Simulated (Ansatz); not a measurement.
Fe:

```
Fe
1.0
    -1.44300    1.44300    1.44300
     1.44300   -1.44300    1.44300
     1.44300    1.44300   -1.44300
Fe
1
Cartesian
  0.0000 0.0000 0.0000
```

Base run:

| Item | Value |
| --- | --- |
| Program | Ansatz 0.2.0 |
| Functional | PBE |
| Potentials or basis | Ansatz PAW earlier set |
| Cutoff | 950 eV |
| Density cutoff | 3800 eV |
| k mesh | 13 × 13 × 13 |
| Occupations | fermi-dirac, width 0.05 eV |
| Spin | collinear spin, ferromagnetic start |
| Starting moments | [3.0] μB |

Its results: band gap on the k mesh none (metal or under the smearing width); pressure -9.7 GPa; net moment 2.24 μB per cell; site moments Fe +2.30 μB.

The run is repeated on the same cell with these changes: potentials or basis from Ansatz PAW earlier set to PseudoDojo standard (PBE files); cutoff from 950 eV to 1225 eV; density cutoff from 3800 eV to 4898 eV. What comes out?

Band gap on the k mesh none (metal or under the smearing width); pressure -4.9 GPa; net moment 2.46 μB per cell; site moments Fe +2.54 μB.
